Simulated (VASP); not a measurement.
# BeTe (F-43m) in VASP: a series of runs, part 2 of 2

VASP 6.6.1.

### Step 4. Relaxation of cell and atoms, revPBE+D4

INCAR reads:

```
PREC = Accurate
ENCUT = 600
EDIFF = 1E-6
ISMEAR = -1
SIGMA = 0.05
LREAL = F
LASPH = T
NELM = 80
ALGO = Normal
ISIF = 3
LWAVE = F
LCHARG = F
GGA = RE
IVDW = 13
IBRION = 2
NSW = 60
EDIFFG = -0.02
```

KPOINTS reads:

```
Automatic mesh
0
Gamma
  8 8 8
```

POSCAR reads:

```
BeTe
1.0
    0.0000000000      2.7700000000      2.7700000000
    2.7700000000      0.0000000000      2.7700000000
    2.7700000000      2.7700000000      0.0000000000
Te Be
1 1
Direct
    0.7500000000      0.7500000000      0.7500000000
    0.0000000000      0.0000000000      0.0000000000
```

Potentials or basis: VASP PAW PBE potentials, release 64 (Te, Be).

Launch:

```console
> cat potpaw_PBE.64/Te/POTCAR potpaw_PBE.64/Be/POTCAR > POTCAR
> mpirun -np 1 vasp_std > vasp.out
```

OUTCAR:

```text
PREC = Accurate
   ENCUT = 600
   EDIFF = 1E-6
   ISMEAR = -1
   LREAL = F
   LASPH = T
   NELM = 80
   ISIF = 3
   GGA = RE
   IVDW = 13
   IBRION = 2
   NSW = 60
   EDIFFG = -0.02

 ion  position               nearest neighbor table
   1  0.750  0.750  0.750-   2 2.40   2 2.40   2 2.40   2 2.40
   2  0.000  0.000  0.000-   1 2.40   1 2.40   1 2.40   1 2.40

  LATTYP: Found a face centered cubic cell.
 ALAT       =     5.5400000000

  Lattice vectors:

 A1 = (   0.0000000000,   2.7700000000,   2.7700000000)
 A2 = (   2.7700000000,   0.0000000000,   2.7700000000)
 A3 = (   2.7700000000,   2.7700000000,   0.0000000000)

Analysis of symmetry for initial positions (statically):
=====================================================================
 Subroutine PRICEL returns:
 Original cell was already a primitive cell.

 Routine SETGRP: Setting up the symmetry group for a
 face centered cubic supercell.

 Subroutine GETGRP returns: Found 24 space group operations
 (whereof 24 operations were pure point group operations)
 out of a pool of 48 trial point group operations.

The static configuration has the point symmetry T_d .

Analysis of symmetry for dynamics (positions and initial velocities):
=====================================================================
 Subroutine PRICEL returns:
 Original cell was already a primitive cell.

 Routine SETGRP: Setting up the symmetry group for a
 face centered cubic supercell.

 Subroutine GETGRP returns: Found 24 space group operations
 (whereof 24 operations were pure point group operations)
 out of a pool of 48 trial point group operations.

The dynamic configuration has the point symmetry T_d .

 Subroutine INISYM returns: Found 24 space group operations
 (whereof 24 operations are pure point group operations),
 and found     1 'primitive' translations

----------------------------------------------------------------------------------------

                                     Primitive cell

  volume of cell :      42.5079

  direct lattice vectors                    reciprocal lattice vectors
     0.000000000  2.770000000  2.770000000    -0.180505415  0.180505415  0.180505415
     2.770000000  0.000000000  2.770000000     0.180505415 -0.180505415  0.180505415
     2.770000000  2.770000000  0.000000000     0.180505415  0.180505415 -0.180505415

  length of vectors
     3.917371568  3.917371568  3.917371568     0.312644550  0.312644550  0.312644550

  position of ions in fractional coordinates (direct lattice)
     0.750000000  0.750000000  0.750000000
     0.000000000  0.000000000  0.000000000

  ion indices of the primitive-cell ions
   primitive index   ion index
                 1           1
                 2           2

----------------------------------------------------------------------------------------

 KPOINTS: Automatic mesh

Automatic generation of k-mesh.
 Grid dimensions read from file:
 generate k-points for:    8    8    8

 Generating k-lattice:

  Cartesian coordinates                     Fractional coordinates (reciprocal lattice)
    -0.022563177  0.022563177  0.022563177     0.125000000  0.000000000  0.000000000
     0.022563177 -0.022563177  0.022563177     0.000000000  0.125000000  0.000000000
     0.022563177  0.022563177 -0.022563177     0.000000000  0.000000000  0.125000000

  Length of vectors
     0.039080569  0.039080569  0.039080569

  Shift w.r.t. Gamma in fractional coordinates (k-lattice)
     0.000000000  0.000000000  0.000000000

 Subroutine IBZKPT returns following result:
 ===========================================

 Found     29 irreducible k-points:

 Following reciprocal coordinates:
            Coordinates               Weight
  0.000000  0.000000  0.000000      1.000000
  0.125000  0.000000  0.000000      8.000000
  0.250000  0.000000  0.000000      8.000000
  0.375000  0.000000  0.000000      8.000000
  0.500000  0.000000  0.000000      4.000000
  0.125000  0.125000  0.000000      6.000000
[... 16 lines left out ...]
  0.500000  0.250000  0.125000     48.000000
 -0.375000  0.250000  0.125000     24.000000
 [... further k-points ...]
   k-points           NKPTS =     29   k-points in BZ     NKDIM =     29   number of bands    NBANDS=      8
   number of dos      NEDOS =    301   number of ions     NIONS =      2
   total plane-waves  NPLWV =  32768
   dimension x,y,z NGX =    32 NGY =   32 NGZ =   32
   dimension x,y,z NGXF=    64 NGYF=   64 NGZF=   64
   ions per type =               1   1
   NGX,Y,Z   is equivalent  to a cutoff of  13.58, 13.58, 13.58 a.u.
   NGXF,Y,Z  is equivalent  to a cutoff of  27.16, 27.16, 27.16 a.u.
 SYSTEM =  unknown system
   PREC   = accura    normal or accurate (medium, high low for compatibility)
   ISTART =      0    job   : 0-new  1-cont  2-samecut
   ICHARG =      2    charge: 1-file 2-atom 10-const
   ISPIN  =      1    spin polarized calculation?
   LNONCOLLINEAR =      F non collinear calculations
   LSORBIT =      F    spin-orbit coupling
   LASPH  =      T    aspherical Exc in radial PAW
   ENCUT  =  600.0 eV  44.10 Ry    6.64 a.u.   7.82  7.82  7.82*2*pi/ulx,y,z
   NELM   =     80;   NELMIN=  2; NELMDL= -5     # of ELM steps
   EDIFF  = 0.1E-05   stopping-criterion for ELM
   LREAL  =      F    real-space projection
   EDIFFG = -.2E-01   stopping-criterion for IOM
   NSW    =     60    number of steps for IOM
   IBRION =      2    ionic relax: 0-MD 1-quasi-New 2-CG
   NFREE  =      1    steps in history (QN), initial steepest desc. (CG)
   ISIF   =      3    stress and relaxation
   ISYM   =      2    0-nonsym 1-usesym 2-fastsym
   POTIM  = 0.5000    time-step for ionic-motion
   TEBEG  =    0.0;   TEEND  =   0.0 temperature during run
   PSTRESS=    0.0 pullay stress
   NELECT =       8.0000    total number of electrons
   NUPDOWN=      -1.0000    fix difference up-down
   EMIN   =  10.00;   EMAX   =-10.00  energy-range for DOS
   EFERMI =   0.00;   METHOD = LEGACY
   ISMEAR =    -1;   SIGMA  =   0.05  broadening in eV -4-tet -1-fermi 0-gaus
   EFERMI_NEDOS =   21; number of points for ismear=-14 and -15
   IALGO  =     38    algorithm
   IMIX   =      4    mixing-type and parameters
     AMIX     =   0.40;   BMIX     =  1.00
     AMIX_MAG =   1.60;   BMIX_MAG =  1.00
  volume/ion in A,a.u.               =      21.25       143.43
  Fermi-wavevector in a.u.,A,eV,Ry     =   0.938170  1.772885 11.975354  0.880164
  Thomas-Fermi vector in A             =   2.065355
   LORBIT       =      0    0 simple, 1 ext, 2 COOP (PROOUT), +10 PAW based schemes
   GGA     = RE    functional components
   LHFCALC =     F    Hartree Fock is set to
   AEXX    =    0.0000 exact exchange contribution
   IVDW    =    13    specifies the selected vdW correction
   LEPSILON=     F    determine dielectric tensor
   LRPA    =     F    only Hartree local field effects (RPA)
 conjugate gradient relaxation of ions
 non-spin polarized calculation
  energy-cutoff  :      600.00
  volume of cell :       42.51
 maximum number of plane-waves:      1433
   NGX = 15   NGY = 15   NGZ = 15

--------------------------------------- Ionic step        1  -------------------------------------------

 number of electron       8.0000000 magnetization

 Free energy of the ion-electron system (eV)
  ---------------------------------------------------
  ext. energy  EPLUGINS =         0.00000000
  ---------------------------------------------------
  free energy    TOTEN  =        -7.05746561 eV

  energy without entropy =       -7.05746561  energy(sigma->0) =       -7.05746561

------------------------ aborting loop because EDIFF is reached ----------------------------------------

  DFT-D4 for vdW energy calculation

  Edisp (eV):   -1.13861
[... 71 lines left out ...]
--------------------------------------- Ionic step        3  -------------------------------------------

 number of electron       8.0000000 magnetization

 Free energy of the ion-electron system (eV)
  ---------------------------------------------------
  ext. energy  EPLUGINS =         0.00000000
  ---------------------------------------------------
  free energy    TOTEN  =        -7.08606868 eV

  energy without entropy =       -7.08606868  energy(sigma->0) =       -7.08606868

 E-fermi :   6.4293     XC(G=0):  -9.0918

 val. band max:        5.4795484733   @ k =   0.0000   0.0000   0.0000
 cond. band min:       7.4466845918   @ k =   0.5000   0.5000   0.0000
 fundamental gap:      1.9671361185
 Fermi energy:         6.4292594945

 k-point     1 :       0.0000    0.0000    0.0000
  band No.  band energies     occupation
      1      -6.9913      2.00000
      2       5.4795      2.00000
      3       5.4795      2.00000
      4       5.4795      2.00000
      5       9.0865      0.00000
      6       9.0865      0.00000
      7       9.0865      0.00000
      8       9.5721      0.00000
[... 243 lines left out ...]
 k-point    24 :      -0.3750    0.2500    0.1250
  band No.  band energies     occupation
      1      -5.3191      2.00000
      2       0.2014      2.00000
      3       2.4884      2.00000
      4       3.4979      2.00000
      5       9.7189      0.00000
      6       9.9269      0.00000
      7      12.2617      0.00000
      8      13.3683      0.00000

 [... further k-points ...]

------------------------ aborting loop because EDIFF is reached ----------------------------------------

  DFT-D4 for vdW energy calculation

  Edisp (eV):   -1.11398
[... 25 lines left out ...]
  FREE ENERGIE OF THE ION-ELECTRON SYSTEM (eV)
  ---------------------------------------------------
  free  energy   TOTEN  =        -8.2000506124 eV

  energy  without entropy=       -8.2000506123  energy(sigma->0) =       -8.20005061

 reached required accuracy - stopping structural energy minimisation
```

OSZICAR:

```text
N       E                     dE             d eps       ncg     rms          rms(c)
DAV:   1     0.231213886881E+02    0.23121E+02   -0.36730E+03   464   0.895E+02
DAV:   2    -0.639943275891E+01   -0.29521E+02   -0.28296E+02   640   0.107E+02
DAV:   3    -0.719516740335E+01   -0.79573E+00   -0.79573E+00   552   0.233E+01
[... 22 lines left out ...]
DAV:   2    -0.708617584775E+01    0.42477E-03   -0.91061E-04   480   0.176E-01    0.603E-02
DAV:   3    -0.708607358248E+01    0.10227E-03   -0.46485E-04   536   0.109E-01    0.303E-02
DAV:   4    -0.708607074560E+01    0.28369E-05   -0.10599E-05   512   0.249E-02    0.238E-02
DAV:   5    -0.708606889921E+01    0.18464E-05   -0.62938E-06   584   0.149E-02    0.409E-03
DAV:   6    -0.708606867627E+01    0.22294E-06   -0.33964E-07   232   0.368E-03
   3 F= -.82000506E+01 E0= -.82000506E+01  d E =-.397756E-02
```

CONTCAR:

```text
BeTe
   1.00000000000000
    -0.0000000000000000    2.7899897226471473    2.7899897226471473
     2.7899897226471473    0.0000000000000000    2.7899897226471473
     2.7899897226471473    2.7899897226471473   -0.0000000000000000
  Te              Be
     1     1
Direct
     0.7500000000000000    0.7500000000000000    0.7500000000000000
     0.0000000000000000    0.0000000000000000    0.0000000000000000

  0.00000000E+00  0.00000000E+00  0.00000000E+00
  0.00000000E+00  0.00000000E+00  0.00000000E+00
```

It took 18 s on 1 thread of Intel Xeon Platinum 8488C (Sapphire Rapids), shared host; peak memory 0.18 GiB.

Results:

| Item | Value |
| --- | --- |
| Free energy | -8.2001 eV |
| Relaxed volume | 21.72 Å³/atom |
| Relaxed cell | a = 3.946 Å, b = 3.946 Å, c = 3.946 Å, α = 60.00°, β = 60.00°, γ = 60.00° |
| Space group after relaxing (to 0.05 Å) | F-43m (No. 216) |
| Energy gained by relaxing | 2.0 meV/atom |
| Ionic steps | 3 |
| Pressure after relaxing | 0.0 GPa |
| Band gap on the k mesh | 1.97 eV, indirect (least direct gap 3.61 eV) |
| Dispersion energy per atom | -0.557 eV |

Step by step:
```
step  energy change (eV)  largest force (eV/Å)  pressure (GPa)  volume (Å³)
   1              0.0000                0.0000            1.40        42.51
   2             -0.0037                0.0000           -0.32        43.66
   3             -0.0040                0.0000            0.00        43.43
```

Final structure:
```
Te Be
1.0
     0.00000    2.78999    2.78999
     2.78999    0.00000    2.78999
     2.78999    2.78999    0.00000
Te Be
1 1
Cartesian
  4.1850 4.1850 4.1850
  0.0000 0.0000 0.0000
```

Levels at points of the mesh, in eV from the valence-band top:
```csv
k point,band 1,band 2,band 3,band 4,band 5,band 6,band 7,band 8
"(0.00, 0.00, 0.00)",-12.47,0.00,0.00,0.00,3.61,3.61,3.61,4.09
"(0.50, 0.00, 0.00)",-11.05,-5.71,-1.18,-1.18,3.18,4.60,4.60,7.91
"(0.50, 0.50, 0.00)",-10.53,-5.27,-2.74,-2.74,1.97,2.65,9.93,9.93
```

Caveat: the PAW data sets were made with another functional, which shifts forces and pressure a little; spin-orbit coupling is left out, which moves the levels of the heavy elements.

### Step 5. The reference run

An earlier run on the cell as given: functional PBEsol; potentials or basis VASP PAW PBE potentials, release 64 (Te, Be); cutoff 520 eV; k mesh 8 × 8 × 8; occupations fermi-dirac, width 0.05 eV; no spin polarisation.

* Pressure: 2.5 GPa
* Band gap on the k mesh: 1.73 eV, indirect (least direct gap 3.55 eV)

### Step 6. The runs side by side

```csv
task,level,cell,cutoff (eV),ladder,gap on the mesh (eV),pressure (GPa),relaxed volume (Å³/atom)
relaxation of cell and atoms,revPBE+D3,relaxed,600,-,2.04,0.0,22.34
relaxation of cell and atoms,revPBE+D3(BJ),relaxed,600,-,1.92,0.0,21.34
relaxation of cell and atoms,revPBE+D4,relaxed,600,-,1.97,0.0,21.72
single point,PBEsol,as given,520,free,1.73,2.5,-
```

Alike in all rows: potentials or basis VASP PAW PBE potentials, release 64 (Te, Be); no spin polarisation; k mesh 8 × 8 × 8; smearing fermi-dirac 0.05 eV.

Caveats: the PAW data sets were made with another functional, which shifts forces and pressure a little; spin-orbit coupling is left out, which moves the levels of the heavy elements.

Total energies depend on the potentials used, so only differences within one code and one set of settings carry meaning.
